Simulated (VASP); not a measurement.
# CuI2 (Fm-3m) in VASP: a series of runs

Runs on CuI2. Level: LDA. Tasks: single point.

All numbers are computed with VASP 6.6.1; they aren't measurements. Logs are shortened: lines on timing, memory, paths and dates and some standing lists are left out, and cuts for length are marked.

**1. Starting point**

It takes space group Fm-3m (No. 225, cubic). The conventional cell has a = 7.023 Å, b = 7.023 Å, c = 7.023 Å, α = 90.00°, β = 90.00°, γ = 90.00°. Cu (site symmetry m-3m) has 8 I at 3.04 Å as nearest neighbours. I (site symmetry -43m) has 4 Cu at 3.04 Å as nearest neighbours.

The cell comes from a database or a generator and needn't be the stable form of this composition.

**2. Single point, LDA, collinear spin, ferromagnetic start**

File INCAR:

```
PREC = Accurate
ENCUT = 520
EDIFF = 1E-6
ISMEAR = 0
SIGMA = 0.05
LREAL = F
LASPH = T
NELM = 100
ALGO = Normal
ISIF = 2
LWAVE = F
LCHARG = F
ISPIN = 2
MAGMOM = 0.6 0 0
LORBIT = 11
NUPDOWN = 2
LMAXMIX = 4
GGA = CA
NBANDS = 24
```

File KPOINTS:

```
regular mesh
0
Gamma
  5 5 5
```

File POSCAR:

```
CuI2
1.0
    0.0000000000      3.5112550600      3.5112550600
    3.5112550600      0.0000000000      3.5112550600
    3.5112550600      3.5112550600      0.0000000000
Cu I
1 2
Direct
    0.0000000000      0.0000000000      0.0000000000
    0.2500000000      0.2500000000      0.2500000000
    0.7500000000      0.7500000000      0.7500000000
```

Potentials or basis: VASP PAW LDA potentials, release 64 (Cu, I).

The run is started by

```console
$ cat potpaw_LDA.64/Cu/POTCAR potpaw_LDA.64/I/POTCAR > POTCAR
$ mpirun -np 1 vasp_std > vasp.out
```

OUTCAR:

```text
PREC = Accurate
   ENCUT = 520
   EDIFF = 1E-6
   ISMEAR = 0
   LREAL = F
   LASPH = T
   NELM = 100
   ISIF = 2
   ISPIN = 2
   LORBIT = 11
   NUPDOWN = 2
   GGA = CA

 ion  position               nearest neighbor table
   1  0.000  0.000  0.000-   3 3.04   3 3.04   3 3.04   2 3.04   3 3.04   2 3.04   2 3.04   2 3.04

   2  0.250  0.250  0.250-   1 3.04   1 3.04   1 3.04   1 3.04   3 3.51   3 3.51   3 3.51   3 3.51
                             3 3.51   3 3.51
   3  0.750  0.750  0.750-   1 3.04   1 3.04   1 3.04   1 3.04   2 3.51   2 3.51   2 3.51   2 3.51
                             2 3.51   2 3.51

  LATTYP: Found a face centered cubic cell.
 ALAT       =     7.0225101200

  Lattice vectors:

 A1 = (   0.0000000000,   3.5112550600,   3.5112550600)
 A2 = (   3.5112550600,   0.0000000000,   3.5112550600)
 A3 = (   3.5112550600,   3.5112550600,   0.0000000000)

Analysis of symmetry for initial positions (statically):
=====================================================================
 Subroutine PRICEL returns:
 Original cell was already a primitive cell.

 Routine SETGRP: Setting up the symmetry group for a
 face centered cubic supercell.

 Subroutine GETGRP returns: Found 48 space group operations
 (whereof 48 operations were pure point group operations)
 out of a pool of 48 trial point group operations.

The static configuration has the point symmetry O_h .

Analysis of symmetry for dynamics (positions and initial velocities):
=====================================================================
 Subroutine PRICEL returns:
 Original cell was already a primitive cell.

 Routine SETGRP: Setting up the symmetry group for a
 face centered cubic supercell.

 Subroutine GETGRP returns: Found 48 space group operations
 (whereof 48 operations were pure point group operations)
 out of a pool of 48 trial point group operations.

The dynamic configuration has the point symmetry O_h .

Analysis of structural, dynamic, and magnetic symmetry:
=====================================================================
 Subroutine PRICEL returns:
 Original cell was already a primitive cell.

 Routine SETGRP: Setting up the symmetry group for a
 face centered cubic supercell.

 Subroutine GETGRP returns: Found 48 space group operations
 (whereof 48 operations were pure point group operations)
 out of a pool of 48 trial point group operations.

The overall configuration has the point symmetry O_h .

 Subroutine INISYM returns: Found 48 space group operations
 (whereof 48 operations are pure point group operations),
 and found     1 'primitive' translations

----------------------------------------------------------------------------------------

                                     Primitive cell

  volume of cell :      86.5799

  direct lattice vectors                    reciprocal lattice vectors
     0.000000000  3.511255060  3.511255060    -0.142399225  0.142399225  0.142399225
     3.511255060  0.000000000  3.511255060     0.142399225 -0.142399225  0.142399225
     3.511255060  3.511255060  0.000000000     0.142399225  0.142399225 -0.142399225

  length of vectors
     4.965664527  4.965664527  4.965664527     0.246642693  0.246642693  0.246642693

  position of ions in fractional coordinates (direct lattice)
     0.000000000  0.000000000  0.000000000
     0.250000000  0.250000000  0.250000000
     0.750000000  0.750000000  0.750000000

  ion indices of the primitive-cell ions
   primitive index   ion index
                 1           1
                 2           2
                 3           3

----------------------------------------------------------------------------------------

 KPOINTS: regular mesh

Automatic generation of k-mesh.
 Grid dimensions read from file:
 generate k-points for:    5    5    5

 Generating k-lattice:

  Cartesian coordinates                     Fractional coordinates (reciprocal lattice)
    -0.028479845  0.028479845  0.028479845     0.200000000  0.000000000  0.000000000
     0.028479845 -0.028479845  0.028479845     0.000000000  0.200000000  0.000000000
     0.028479845  0.028479845 -0.028479845     0.000000000  0.000000000  0.200000000

  Length of vectors
     0.049328539  0.049328539  0.049328539

  Shift w.r.t. Gamma in fractional coordinates (k-lattice)
     0.000000000  0.000000000  0.000000000

 Subroutine IBZKPT returns following result:
 ===========================================

 Found     10 irreducible k-points:

 Following reciprocal coordinates:
            Coordinates               Weight
  0.000000  0.000000  0.000000      1.000000
  0.200000  0.000000  0.000000      8.000000
  0.400000  0.000000  0.000000      8.000000
  0.200000  0.200000  0.000000      6.000000
  0.400000  0.200000  0.000000     24.000000
 -0.400000  0.200000  0.000000     24.000000
 -0.200000  0.200000  0.000000     12.000000
  0.400000  0.400000  0.000000      6.000000
 -0.400000  0.400000  0.000000     12.000000
 -0.400000  0.400000  0.200000     24.000000
   k-points           NKPTS =     10   k-points in BZ     NKDIM =     10   number of bands    NBANDS=     24
   number of dos      NEDOS =    301   number of ions     NIONS =      3
   total plane-waves  NPLWV =  64000
   dimension x,y,z NGX =    40 NGY =   40 NGZ =   40
   dimension x,y,z NGXF=    80 NGYF=   80 NGZF=   80
   ions per type =               1   2
   NGX,Y,Z   is equivalent  to a cutoff of  13.39, 13.39, 13.39 a.u.
   NGXF,Y,Z  is equivalent  to a cutoff of  26.78, 26.78, 26.78 a.u.
 SYSTEM =  unknown system
   PREC   = accura    normal or accurate (medium, high low for compatibility)
   ISTART =      0    job   : 0-new  1-cont  2-samecut
   ICHARG =      2    charge: 1-file 2-atom 10-const
   ISPIN  =      2    spin polarized calculation?
   LNONCOLLINEAR =      F non collinear calculations
   LSORBIT =      F    spin-orbit coupling
   LASPH  =      T    aspherical Exc in radial PAW
   ENCUT  =  520.0 eV  38.22 Ry    6.18 a.u.   9.23  9.23  9.23*2*pi/ulx,y,z
   NELM   =    100;   NELMIN=  2; NELMDL= -5     # of ELM steps
   EDIFF  = 0.1E-05   stopping-criterion for ELM
[... 8 lines left out ...]
   TEBEG  =    0.0;   TEEND  =   0.0 temperature during run
   PSTRESS=    0.0 pullay stress
   NELECT =      25.0000    total number of electrons
   NUPDOWN=       2.0000    fix difference up-down
   EMIN   =  10.00;   EMAX   =-10.00  energy-range for DOS
   EFERMI =   0.00;   METHOD = LEGACY
   ISMEAR =     0;   SIGMA  =   0.05  broadening in eV -4-tet -1-fermi 0-gaus
   EFERMI_NEDOS =   21; number of points for ismear=-14 and -15
   IALGO  =     38    algorithm
   IMIX   =      4    mixing-type and parameters
     AMIX     =   0.40;   BMIX     =  1.00
     AMIX_MAG =   1.60;   BMIX_MAG =  1.00
  volume/ion in A,a.u.               =      28.86       194.76
  Fermi-wavevector in a.u.,A,eV,Ry     =   1.082054  2.044786 15.930271  1.170842
  Thomas-Fermi vector in A             =   2.218086
   LORBIT       =     11    0 simple, 1 ext, 2 COOP (PROOUT), +10 PAW based schemes
   GGA     = CA    functional components
[... 5 lines left out ...]
 spin polarized calculation
 Gauss-broadening in eV      SIGMA  =   0.05
  energy-cutoff  :      520.00
  volume of cell :       86.58
 maximum number of plane-waves:      2345
 NGX is ok and might be reduce to    40
   NGX = 19   NGY = 19   NGZ = 19

 number of electron      24.9999993 magnetization       1.9999914

 Free energy of the ion-electron system (eV)
  ---------------------------------------------------
  ext. energy  EPLUGINS =         0.00000000
  ---------------------------------------------------
  free energy    TOTEN  =        -6.44355385 eV

  energy without entropy =       -6.43637294  energy(sigma->0) =       -6.43996340

 E-fermi :   4.2332     XC(G=0):  -9.6009

 val. band max:        6.6492058239   @ k =  -0.4000   0.4000   0.2000
 cond. band min:       4.4494326915   @ k =  -0.4000   0.4000   0.0000
 fundamental gap:     -2.1997731324
 Fermi energy:         6.6495737215

 spin component 1

 k-point     1 :       0.0000    0.0000    0.0000
  band No.  band energies     occupation
      1      -9.3923      1.00000
      2      -7.0169      1.00000
      3       0.6057      1.00000
      4       0.6057      1.00000
      5       0.6057      1.00000
      6       2.6738      1.00000
[... 16 lines left out ...]
     23      18.0768      0.00000
     24      19.3291      0.00000
[... 219 lines left out ...]
      1      -8.4012      1.00000
      2      -8.0127      1.00000
      3      -0.7233      1.00000
      4      -0.1776      1.00000
      5       1.1733      1.00000
      6       1.8596      1.00000
[... 16 lines left out ...]
     23      16.1781      0.00000
     24      16.8638      0.00000
 Fermi energy:         4.2331974976

 spin component 2

 k-point     1 :       0.0000    0.0000    0.0000
  band No.  band energies     occupation
      1      -9.0036      1.00000
      2      -6.6016      1.00000
      3       0.9776      1.00000
      4       0.9776      1.00000
      5       0.9776      1.00000
      6       2.9443      1.00000
[... 16 lines left out ...]
     23      18.3847      0.00000
     24      19.7022      0.00000
[... 220 lines left out ...]
      2      -7.6085      1.00000
      3      -0.3801      1.00000
      4       0.1805      1.00000
      5       1.5454      1.00000
      6       2.2297      1.00000
[... 16 lines left out ...]
     23      16.4794      0.00000
     24      17.1888      0.00000

------------------------ aborting loop because EDIFF is reached ----------------------------------------

  FORCE on cell =-STRESS in cart. coord.  units (eV):
  Direction    XX          YY          ZZ          XY          YZ          ZX
  --------------------------------------------------------------------------------------
  -------------------------------------------------------------------------------------
  Total       -0.9066702     -0.9066702     -0.9066702      0.0000000     -0.0000000      0.0000000
  in kB      -16.7780998    -16.7780998    -16.7780998      0.0000000     -0.0000000      0.0000000
  external PRESSURE =     -16.7780998 kB  Pullay stress =       0.0000000 kB

 VOLUME and BASIS-vectors are now :
 -----------------------------------------------------------------------------
  energy-cutoff  :      520.00
  volume of cell :       86.58
      direct lattice vectors                 reciprocal lattice vectors
     0.000000000  3.511255060  3.511255060    -0.142399225  0.142399225  0.142399225
     3.511255060  0.000000000  3.511255060     0.142399225 -0.142399225  0.142399225
     3.511255060  3.511255060  0.000000000     0.142399225  0.142399225 -0.142399225

 POSITION                                       TOTAL-FORCE (eV/Angst)
 -----------------------------------------------------------------------------------
      0.00000      0.00000      0.00000         0.000000     -0.000000     -0.000000
      1.75563      1.75563      1.75563         0.000000      0.000000      0.000000
      5.26688      5.26688      5.26688        -0.000000     -0.000000     -0.000000
 -----------------------------------------------------------------------------------
    total drift:                               -0.000000      0.000000      0.000000

  FREE ENERGIE OF THE ION-ELECTRON SYSTEM (eV)
  ---------------------------------------------------
  free  energy   TOTEN  =        -6.4435538530 eV

  energy  without entropy=       -6.4363729412  energy(sigma->0) =       -6.43996340

 total charge

# of ion       s       p       d       tot
------------------------------------------
    1        0.372   0.153   9.221   9.746
    2        1.549   2.617   0.040   4.206
    3        1.549   2.617   0.040   4.206
--------------------------------------------------
tot          3.470   5.387   9.302  18.159

 magnetization (x)

# of ion       s       p       d       tot
------------------------------------------
    1        0.134   0.005   0.281   0.420
    2        0.012   0.453   0.014   0.478
    3        0.012   0.453   0.014   0.478
--------------------------------------------------
tot          0.157   0.910   0.309   1.376
```

Wall time 53 s (1 thread of Intel Xeon 6975P-C (Granite Rapids), shared host); peak memory 0.21 GiB.

Results:

```
Free energy                                           : -6.4436 eV
Pressure                                              : -1.7 GPa
Net moment                                            : 2.00 μB per cell
Site moments                                          : Cu +0.42; I +0.48 μB
Valence electrons inside the program's atomic spheres : Cu 9.75; I 4.21
```

Caveat: the moment is held away from its start; the total moment is fixed, so each spin has its own Fermi level. The run has no spin-orbit coupling, so splittings on I are missing.

**3. Single point, LDA**

File INCAR:

```
PREC = Accurate ; ENCUT = 520
EDIFF = 1E-6 ; ISMEAR = 0
SIGMA = 0.05 ; LREAL = False
LASPH = True ; NELM = 80
ALGO = Normal ; ISIF = 2
LWAVE = False ; LCHARG = True
LELF = True ; LVHAR = True
NBANDS = 20
```

File KPOINTS:

```
Automatic mesh
0
Gamma
  5 5 5
```

POSCAR is that of step 2.

Potentials or basis: VASP PAW LDA potentials, release 64 (Cu, I).

The run is started by

```console
$ cat potpaw_LDA.64/Cu/POTCAR potpaw_LDA.64/I/POTCAR > POTCAR
$ mpirun -np 1 vasp_std > vasp.out
```

Wall time 27 s (1 thread of Intel Xeon 6975P-C (Granite Rapids), shared host); peak memory 0.18 GiB.

It converged, with:

| Quantity | Value |
| --- | --- |
| Free energy | -7.5747 eV |
| Pressure | -1.8 GPa |
| Band gap on the k mesh | none (metal or under the smearing width) |

Levels at points of the mesh, in eV from the Fermi level:
| k point | band 10 | band 11 | band 12 | band 13 | band 14 | band 15 | band 16 | band 17 |
| --- | --- | --- | --- | --- | --- | --- | --- | --- |
| (0.00, 0.00, 0.00) | -1.01 | -0.95 | -0.95 | -0.95 | 1.00 | 3.27 | 3.27 | 3.27 |

Caveat: an odd number of electrons without spin polarisation forces a metal; a magnetic or distorted state may lie lower; the run has no spin polarisation, though such a crystal can be magnetic; semilocal functionals often make such compounds metallic where correlation or magnetic order opens a gap, which also shifts bond lengths.
